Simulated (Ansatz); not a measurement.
# Hf2S: tests of the settings

The task, for Hf2S: sweep the k-point mesh on the displaced cell.

Computed with Ansatz 0.2.0 (DFT PBEsol, scalar-relativistic, plane waves, PAW, unless a step's input says otherwise).

4 further runs of the same task are left out: 3 that didn't finish, 1 set aside as unsound or not needed.

**1. Starting point**

It takes space group P6_3/mmc (No. 194, hexagonal). Conventional cell: a = 3.374 Å, b = 3.374 Å, c = 11.717 Å, α = 90.00°, β = 90.00°, γ = 120.00°. Hf (site symmetry 3m) has 3 S at 2.62 Å as nearest neighbours. S (site symmetry -6m2) has 6 Hf at 2.62 Å as nearest neighbours.

As a file:

```
CELL_PARAMETERS angstrom
3.37427 0.00000 0.00000
-1.68714 2.92221 0.00000
0.00000 0.00000 11.71741
ATOMIC_POSITIONS crystal
Hf 0.66667 0.33333 0.89981
Hf 0.33333 0.66667 0.39981
Hf 0.66667 0.33333 0.60019
Hf 0.33333 0.66667 0.10019
S 0.00000 0.00000 0.75000
S 0.00000 0.00000 0.25000
```

The structure comes from the Materials Project (structure only); it is used as listed.

**2. The base input**

File input.yaml:

```yaml
crystal:
  lattice:
    - [3.3742737662, 0.0, 0.0]
    - [-1.6871368831, 2.9222068008, 0.0]
    - [0.0, 0.0, 11.71740703]
  atoms:
    - { symbol: Hf, position: [0.66666667, 0.33333333, 0.89981164] }
    - { symbol: Hf, position: [0.33333333, 0.66666667, 0.39981164] }
    - { symbol: Hf, position: [0.66666667, 0.33333333, 0.60018836] }
    - { symbol: Hf, position: [0.33333333, 0.66666667, 0.10018836] }
    - { symbol: S, position: [0.0, 0.0, 0.75] }
    - { symbol: S, position: [0.0, 0.0, 0.25] }
basis:
  ecutwfc: 420
kpoints:
  mp_grid: { grid: [12, 12, 4] }
hamiltonian:
  xc: pbesol
scf:
  occupations: { method: gaussian, width: 0.1 }
output:
  forces: true
  stress: true
  eigenvalues: true
  populations: true
```

It was run beforehand and gave: -10694.7505 eV/atom at zero smearing, pressure -2.84 GPa, largest force 0.195 eV/Å, no gap on the mesh, in 8 SCF cycles and 27 s.

The runs on the displaced cell use a copy made earlier, with the atoms moved and the axes strained (about 1 %) at random, so that forces and shear stress do not vanish.

**3. K-point mesh on the displaced cell: 1×1×1**

File input.yaml:

```yaml
crystal:
  lattice:
    - [3.436336933, -0.0295454132, 0.0047996584]
    - [-1.7437555449, 2.911111244, -0.0324451211]
    - [0.016667157, -0.1204750172, 11.7742048565]
  atoms:
    - { symbol: Hf, position: [0.66804084, 0.3663716988, 0.9160993444] }
    - { symbol: Hf, position: [0.3010096856, 0.6583517534, 0.3936002632] }
    - { symbol: Hf, position: [0.6361825309, 0.3260735861, 0.5951790886] }
    - { symbol: Hf, position: [0.370695842, 0.6491595811, 0.1036139297] }
    - { symbol: S, position: [0.0591749787, 0.0764440588, 0.7478606732] }
    - { symbol: S, position: [0.0184483519, 0.0445396279, 0.2424355341] }
basis:
  ecutwfc: 420
kpoints:
  mp_grid: { grid: [1, 1, 1] }
hamiltonian:
  xc: pbesol
scf:
  occupations: { method: gaussian, width: 0.1 }
output:
  forces: true
  stress: true
  eigenvalues: true
```

Command:

```bash
$ ansatz run input.yaml --threads 1 --pin off --max-ram 2560MiB --backend cpu --events-out ev --progress --plain --runs-dir out
```

The program printed, cut to the lines that bear on the results:

```text
Warning: RAYON_NUM_THREADS=1 ignored (pool sized by the plan → 1); use --threads N
[...]
Pseudopotentials: kind: paw
Pseudopotential: Hf, paw, valence charge 26, recommended cutoff 420 eV (normal), Hf.paw.azcp
Pseudopotential: S, paw, valence charge 6, recommended cutoff 420 eV (normal), S.paw.azcp
Functional definition: PBEsol
[...]
Crystal: 6 atoms, lattice volume = 117.165 Å³
Basis set: ecut = 420 eV, 2299 PW (Γ), exchange–correlation on 48×48×160 points (8 copies of the dense FFT grid, shifted against one another)
Bands: 70, of which v1, the nominal top of the filled ones, is band 58 counted from 1 (57 counted from 0)
Symmetry: 1 space group operations
Space group: P1 (ITA 1), of the structure as read, at distance tolerance 4.9e-5 Å
k-points: 1
[...]
SCF iter   1: F=—  HF=-64158.157186 eV  |F-HF|=—  |Δ(HF+E_count)|=         —  Δρ=5.41e-2  dr2=4.74e0  ethr=1.77e-3  ⟨swp⟩=6.0  Hψ=236  notcnv=0
[...]
SCF iter  12: F=-64157.244394 eV  HF=-64157.244394 eV  |F-HF|=3.75e-8  |Δ(HF+E_count)|=   4.66e-8  Δρ=4.36e-6  dr2=5.41e-8  ethr=5.80e-11  ⟨swp⟩=5.0  Hψ=257  notcnv=0
[...]
SCF converged after 12 iterations
Free energy (F): -64157.244394 eV
[...]
E sigma→0 (E₀):  -64157.214688 eV
Entropy (-TS):   -0.059412 eV (-9.902 meV/atom)
Fermi energy:    18.609152 eV
[...]
--- Forces (eV/Å), atoms counted from 1 ---
  atom   1  Hf    -1.24044522     0.31126263    -1.87751682
  atom   2  Hf    -1.11397510    -0.84715352    -3.79079343
  atom   3  Hf     0.39468671     0.44693548     3.27585193
  atom   4  Hf     1.11324289    -1.15801965     2.80250228
  atom   5  S      0.88944163    -0.19379904    -0.68315585
  atom   6  S     -0.04293721     1.44080253     0.27303563
[...]
--- Stress (GPa, compression-positive) ---
       43.259905      -9.440326      -3.904174
       -9.440326      16.672319       2.019189
       -3.904173       2.019189      13.965105
  P = ⅓ Tr σ = 24.6324 GPa (246.324 kbar)
--- Band table (eV) ---
[...]
```

Wall time 1.4 s (1 thread of Arm Neoverse V2, shared host); peak memory 0.29 GiB.

This run gives -10692.8691 eV/atom at zero smearing, pressure 24.63 GPa, largest force 4.041 eV/Å and a gap of 0.16 eV on the mesh.

**4. K-point mesh on the displaced cell set to 2×2×1**

Changes to input.yaml since step 3:

```diff
@@ -15,3 +15,3 @@
 kpoints:
-  mp_grid: { grid: [1, 1, 1] }
+  mp_grid: { grid: [2, 2, 1] }
 hamiltonian:
```

Command:

```bash
$ ansatz run input.yaml --threads 1 --pin off --max-ram 2560MiB --backend cpu --events-out ev --progress --plain --runs-dir out
```

The program printed, cut to the lines that bear on the results:

```text
Warning: RAYON_NUM_THREADS=1 ignored (pool sized by the plan → 1); use --threads N
[...]
[... 4 set-up lines as earlier in the session ...]
[...]
Crystal: 6 atoms, lattice volume = 117.165 Å³
Basis set: ecut = 420 eV, 2299 PW (Γ), exchange–correlation on 48×48×160 points (8 copies of the dense FFT grid, shifted against one another)
Bands: 70, of which v1, the nominal top of the filled ones, is band 58 counted from 1 (57 counted from 0)
[... 2 set-up lines as earlier in the session ...]
k-points: 4
[...]
SCF iter   1: F=—  HF=-64167.331030 eV  |F-HF|=—  |Δ(HF+E_count)|=         —  Δρ=1.03e-2  dr2=2.53e-1  ethr=1.77e-3  ⟨swp⟩=5.2  Hψ=923  notcnv=0
[...]
SCF iter  11: F=-64167.267966 eV  HF=-64167.267966 eV  |F-HF|=6.86e-8  |Δ(HF+E_count)|=   5.72e-9  Δρ=3.09e-6  dr2=3.77e-8  ethr=8.62e-11  ⟨swp⟩=9.8  Hψ=1298  notcnv=0
[...]
SCF converged after 11 iterations
Free energy (F): -64167.267966 eV
[...]
E sigma→0 (E₀):  -64167.249770 eV
Entropy (-TS):   -0.036393 eV (-6.066 meV/atom)
Fermi energy:    17.718376 eV
[...]
--- Forces (eV/Å), atoms counted from 1 ---
  atom   1  Hf     0.27448330     0.12632140    -3.17314832
  atom   2  Hf     0.35430630     0.67962382    -0.42053090
  atom   3  Hf     0.67397096     0.69256525     1.20112706
  atom   4  Hf    -0.42777195     0.69807449     0.97351108
  atom   5  S     -0.76786877    -0.96381572     0.45094618
  atom   6  S     -0.10712317    -1.23277912     0.96793819
[...]
--- Stress (GPa, compression-positive) ---
       -7.819703       0.486271      -0.432531
        0.486271      -3.557487       0.575040
       -0.432531       0.575040      11.650678
  P = ⅓ Tr σ = 0.0912 GPa (0.912 kbar)
--- Band table (eV) ---
[...]
```

Wall time 2.4 s (1 thread of Arm Neoverse V2, shared host); peak memory 0.34 GiB.

This run gives -10694.5416 eV/atom at zero smearing, pressure 0.09 GPa, largest force 3.188 eV/Å and no gap on the mesh.

**5. K-point mesh on the displaced cell: 4×4×1**

Changes to input.yaml since step 4:

```diff
@@ -15,3 +15,3 @@
 kpoints:
-  mp_grid: { grid: [2, 2, 1] }
+  mp_grid: { grid: [4, 4, 1] }
 hamiltonian:
```

Command:

```bash
$ ansatz run input.yaml --threads 1 --pin off --max-ram 2560MiB --backend cpu --events-out ev --progress --plain --runs-dir out
```

The program printed, cut to the lines that bear on the results:

```text
Warning: RAYON_NUM_THREADS=1 ignored (pool sized by the plan → 1); use --threads N
[...]
[... 4 set-up lines as earlier in the session ...]
[...]
Crystal: 6 atoms, lattice volume = 117.165 Å³
Basis set: ecut = 420 eV, 2299 PW (Γ), exchange–correlation on 48×48×160 points (8 copies of the dense FFT grid, shifted against one another)
Bands: 70, of which v1, the nominal top of the filled ones, is band 58 counted from 1 (57 counted from 0)
[... 2 set-up lines as earlier in the session ...]
k-points: 10 of 16 (time reversal used)
[...]
SCF iter   1: F=—  HF=-64167.548266 eV  |F-HF|=—  |Δ(HF+E_count)|=         —  Δρ=5.83e-3  dr2=1.24e-1  ethr=1.77e-3  ⟨swp⟩=5.1  Hψ=2277  notcnv=0  defer=1
[...]
SCF iter  12: F=-64167.533329 eV  HF=-64167.533329 eV  |F-HF|=2.88e-8  |Δ(HF+E_count)|=   2.68e-8  Δρ=2.29e-6  dr2=2.83e-8  ethr=8.62e-11  ⟨swp⟩=3.0  Hψ=2533  notcnv=0
[...]
SCF converged after 12 iterations
Free energy (F): -64167.533329 eV
[...]
E sigma→0 (E₀):  -64167.528604 eV
Entropy (-TS):   -0.009449 eV (-1.575 meV/atom)
Fermi energy:    17.711615 eV
[...]
--- Forces (eV/Å), atoms counted from 1 ---
  atom   1  Hf     0.83399792    -0.23150333    -2.26519554
  atom   2  Hf     0.27481673     0.60189881     0.34476040
  atom   3  Hf     0.65737533     0.70227189     0.16020328
  atom   4  Hf    -1.21335723     1.18881557    -0.01972464
  atom   5  S     -0.90088000    -0.75079890     0.66529395
  atom   6  S      0.34804738    -1.51067371     1.11470792
[...]
--- Stress (GPa, compression-positive) ---
       -5.438507       1.543786      -1.340601
        1.543786      -0.413762       1.340623
       -1.340601       1.340623       1.047854
  P = ⅓ Tr σ = -1.6015 GPa (-16.015 kbar)
--- Band table (eV; the first three rows and the last of 10) ---
[...]
```

It took 8.7 s on 1 thread of Arm Neoverse V2, shared host; peak memory 0.34 GiB.

Read-out: -10694.5881 eV/atom at zero smearing, pressure -1.60 GPa, largest force 2.425 eV/Å and no gap on the mesh.

**6. K-point mesh on the displaced cell: 6×6×2**

Changes to input.yaml since step 5:

```diff
@@ -15,3 +15,3 @@
 kpoints:
-  mp_grid: { grid: [4, 4, 1] }
+  mp_grid: { grid: [6, 6, 2] }
 hamiltonian:
```

Command:

```bash
$ ansatz run input.yaml --threads 1 --pin off --max-ram 2560MiB --backend cpu --events-out ev --progress --plain --runs-dir out
```

The program printed, cut to the lines that bear on the results:

```text
Warning: RAYON_NUM_THREADS=1 ignored (pool sized by the plan → 1); use --threads N
[...]
[... 4 set-up lines as earlier in the session ...]
[...]
Crystal: 6 atoms, lattice volume = 117.165 Å³
Basis set: ecut = 420 eV, 2299 PW (Γ), exchange–correlation on 48×48×160 points (8 copies of the dense FFT grid, shifted against one another)
Bands: 70, of which v1, the nominal top of the filled ones, is band 58 counted from 1 (57 counted from 0)
[... 2 set-up lines as earlier in the session ...]
k-points: 40 of 72 (time reversal used)
[...]
SCF iter   1: F=—  HF=-64167.696836 eV  |F-HF|=—  |Δ(HF+E_count)|=         —  Δρ=5.84e-3  dr2=7.97e-2  ethr=1.77e-3  ⟨swp⟩=5.2  Hψ=9072  notcnv=0  defer=16
[...]
SCF iter  10: F=-64167.685205 eV  HF=-64167.685205 eV  |F-HF|=1.36e-7  |Δ(HF+E_count)|=   7.67e-8  Δρ=4.29e-6  dr2=6.93e-8  ethr=8.62e-11  ⟨swp⟩=7.8  Hψ=13725  notcnv=0
[...]
SCF converged after 10 iterations
Free energy (F): -64167.685205 eV
[...]
E sigma→0 (E₀):  -64167.679268 eV
Entropy (-TS):   -0.011874 eV (-1.979 meV/atom)
Fermi energy:    17.948438 eV
[...]
--- Forces (eV/Å), atoms counted from 1 ---
  atom   1  Hf     0.92699613    -0.17734633    -2.36755692
  atom   2  Hf     0.27486178     0.61483505     0.20144557
  atom   3  Hf     0.67385542     0.81605132     0.29748843
  atom   4  Hf    -1.28095034     1.28456544     0.04984737
  atom   5  S     -0.99559814    -0.91229458     0.68030759
  atom   6  S      0.40083092    -1.62580221     1.13848049
[...]
--- Stress (GPa, compression-positive) ---
       -4.590415       1.484168      -1.494009
        1.484168      -1.237080       1.450776
       -1.494009       1.450776      -0.039743
  P = ⅓ Tr σ = -1.9557 GPa (-19.557 kbar)
--- Band table (eV; the first three rows and the last of 40) ---
[...]
```

Run time: 31 s. Hardware: 1 thread of Arm Neoverse V2, shared host; peak memory 0.48 GiB.

This run gives -10694.6132 eV/atom at zero smearing, pressure -1.96 GPa, largest force 2.549 eV/Å and no gap on the mesh.

**7. K-point mesh on the displaced cell set to 8×8×2**

Changes to input.yaml since step 6:

```diff
@@ -15,3 +15,3 @@
 kpoints:
-  mp_grid: { grid: [6, 6, 2] }
+  mp_grid: { grid: [8, 8, 2] }
 hamiltonian:
```

Command:

```bash
$ ansatz run input.yaml --threads 1 --pin off --max-ram 2560MiB --backend cpu --events-out ev --progress --plain --runs-dir out
```

The program printed, cut to the lines that bear on the results:

```text
Warning: RAYON_NUM_THREADS=1 ignored (pool sized by the plan → 1); use --threads N
[...]
[... 4 set-up lines as earlier in the session ...]
[...]
Crystal: 6 atoms, lattice volume = 117.165 Å³
Basis set: ecut = 420 eV, 2299 PW (Γ), exchange–correlation on 48×48×160 points (8 copies of the dense FFT grid, shifted against one another)
Bands: 70, of which v1, the nominal top of the filled ones, is band 58 counted from 1 (57 counted from 0)
[... 2 set-up lines as earlier in the session ...]
k-points: 68 of 128 (time reversal used)
[...]
SCF iter   1: F=—  HF=-64167.694223 eV  |F-HF|=—  |Δ(HF+E_count)|=         —  Δρ=5.69e-3  dr2=7.82e-2  ethr=1.77e-3  ⟨swp⟩=5.2  Hψ=15385  notcnv=0  defer=28
[...]
SCF iter  10: F=-64167.682877 eV  HF=-64167.682877 eV  |F-HF|=1.19e-7  |Δ(HF+E_count)|=   3.00e-8  Δρ=3.79e-6  dr2=4.86e-8  ethr=8.62e-11  ⟨swp⟩=9.6  Hψ=21734  notcnv=0
[...]
SCF converged after 10 iterations
Free energy (F): -64167.682877 eV
[...]
E sigma→0 (E₀):  -64167.675420 eV
Entropy (-TS):   -0.014914 eV (-2.486 meV/atom)
Fermi energy:    18.000411 eV
[...]
--- Forces (eV/Å), atoms counted from 1 ---
  atom   1  Hf     0.91781952    -0.18651742    -2.32863694
  atom   2  Hf     0.27593177     0.61034970     0.33328884
  atom   3  Hf     0.66008762     0.81698279     0.18665379
  atom   4  Hf    -1.28010866     1.28650543    -0.03476111
  atom   5  S     -0.97330054    -0.89755337     0.70301076
  atom   6  S      0.39956674    -1.62976093     1.14042730
[...]
--- Stress (GPa, compression-positive) ---
       -4.894749       1.537151      -1.502550
        1.537151      -1.212215       1.425442
       -1.502550       1.425442       0.403503
  P = ⅓ Tr σ = -1.9012 GPa (-19.012 kbar)
--- Band table (eV; the first three rows and the last of 68) ---
[...]
```

Wall time 52 s (1 thread of Arm Neoverse V2, shared host); peak memory 0.61 GiB.

Result: -10694.6126 eV/atom at zero smearing, pressure -1.90 GPa, largest force 2.510 eV/Å and no gap on the mesh.

**8. What the k-point mesh on the displaced cell changes**

ΔE: energy per atom at zero smearing, less that of the run at 10×10×4. Pressure is positive in compression.

```tsv
mesh	ΔE (meV/atom)	pressure (GPa)	largest change of a force component (eV/Å)	gap on the mesh (eV)	irreducible points	SCF cycles	CPU time
1×1×1	1742	24.63	4.133	0.165	1	12	1.4 s
2×2×1	69.6	0.09	1.032	none	4	11	2.4 s
4×4×1	23.1	-1.60	0.130	none	10	12	8.7 s
6×6×2	-2.02	-1.96	0.141	none	40	10	31 s
8×8×2	-1.38	-1.90	0.018	none	68	10	52 s
10×10×4	0.00	-1.89	0.000	none	204	11	3.1 min
```

The times were taken beside other jobs on the same host; read them as orders of magnitude.

**9. Summary of results**

| quantity | value |
| --- | --- |
| k-point mesh on the displaced cell: within 10 and 1 meV/atom of 10×10×4 from | 6×6×2 for 10; none of the others for 1 |

In words: The last step in the k-point mesh on the displaced cell still changes the energy by 1.38 meV/atom: the series is not settled to 1 meV/atom. The gaps on the coarsest meshes are artefacts of sampling: the crystal is a metal on the dense ones. The error changes sign along the series, since a k mesh isn't variational, and a metal needs dense meshes to resolve its Fermi surface. Forces come within 0.01 eV/Å only at the reference itself. Spin-orbit coupling is left out, which matters for the bands of Hf.
